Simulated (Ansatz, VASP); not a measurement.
## Two plane-wave programs on SnTe

The input POSCAR:

```
SnTe
1.0
    3.9047000000      0.0000000000      0.0000000000
    0.0000000000      3.9047000000      0.0000000000
    0.0000000000      0.0000000000      3.9047000000
Te Sn
1 1
Direct
    0.5000000000      0.5000000000      0.5000000000
    0.0000000000      0.0000000000      0.0000000000
```

Contents of INCAR.step1:

```
ALGO = Normal
EDIFF = 1E-4
ENCUT = 520
GGA = PE
GGA_COMPAT = F
ISMEAR = -1
LASPH = T
LCHARG = F
LNONCOLLINEAR = T
LREAL = F
LSORBIT = T
LWAVE = T
MAGMOM = 0 0 0 0 0 0
NBANDS = 32
NELM = 150
PREC = Accurate
SIGMA = 0.05
```

Contents of INCAR.step2:

```
ALGO = Normal
EDIFF = 1E-6
ENCUT = 520
GGA_COMPAT = F
ISIF = 2
ISMEAR = -1
ISTART = 1
LASPH = T
LCHARG = T
LMIXTAU = T
LNONCOLLINEAR = T
LORBIT = 11
LORBMOM = T
LREAL = F
LSORBIT = T
LVHAR = T
LWAVE = F
MAGMOM = 0 0 0 0 0 0
METAGGA = R2SCAN
NBANDS = 32
NELM = 150
PREC = Accurate
SIGMA = 0.05
```

KPOINTS

```
k-points
0
Gamma
  5 5 5
```

input.yaml

```yaml
crystal:
  lattice:
    - [3.9047, 0.0, 0.0]
    - [0.0, 3.9047, 0.0]
    - [0.0, 0.0, 3.9047]
  atoms:
    - { symbol: Te, position: [0.5, 0.5, 0.5] }
    - { symbol: Sn, position: [0.0, 0.0, 0.0] }
hamiltonian:
  xc: r2scan
  pseudopotentials: { kind: paw_fr }
magnetization:
  noncollinear: true
  spin_orbit: true
kpoints:
  mp_grid: { grid: [5, 5, 5] }
  band_path:
    path:
      - [[0.0, 0.0, 0.0], [0.0, 0.5, 0.0], [0.5, 0.5, 0.0], [0.0, 0.0, 0.0], [0.5, 0.5, 0.5], [0.0, 0.5, 0.0]]
      - [[0.5, 0.5, 0.0], [0.5, 0.5, 0.5]]
    npoints: 14
scf:
  occupations: { method: fermi_dirac, width: 0.05 }
  n_extra_bands: 6
output:
  forces: true
  stress: true
  eigenvalues: true
  fatbands: true
  write_density: true
  write_potential: true
  elf: true
  volumetric_format: npy
```

Measurements of this composition are mostly on another form, of space group No. 225.

Alike in both runs: functional r2SCAN; k mesh 5 × 5 × 5; occupations fermi-dirac, width 0.05 eV; non-collinear spin, spin-orbit coupling.

|  | VASP | Ansatz |
| --- | --- | --- |
| version | VASP 6.6.1 | Ansatz 0.2.0 |
| potentials or method | VASP PAW PBE potentials, release 64 (Te, Sn_d) | Ansatz PAW |
| plane-wave cutoff (eV) | 520 | 500 |
| valence electrons in the cell | 20 | 30 |
| task | single point | band structure |

```csv
,VASP,Ansatz,Ansatz less VASP
gap on the k mesh at the Fermi level (eV),none,none,-
pressure (GPa),-0.9,-0.9,-0.02
net moment per atom (μB),0.00,0.00,0.000
```

A gap of «none» marks a metal or a gap that the smearing closes. The two sets of potentials don't hold the same shells in valence.

Caveats: the PAW data sets were made with another functional, which shifts forces and pressure a little (VASP); the PAW data sets come from PBE, with cores solved anew for the run's functional, which leaves a small shift of forces and pressure (Ansatz).
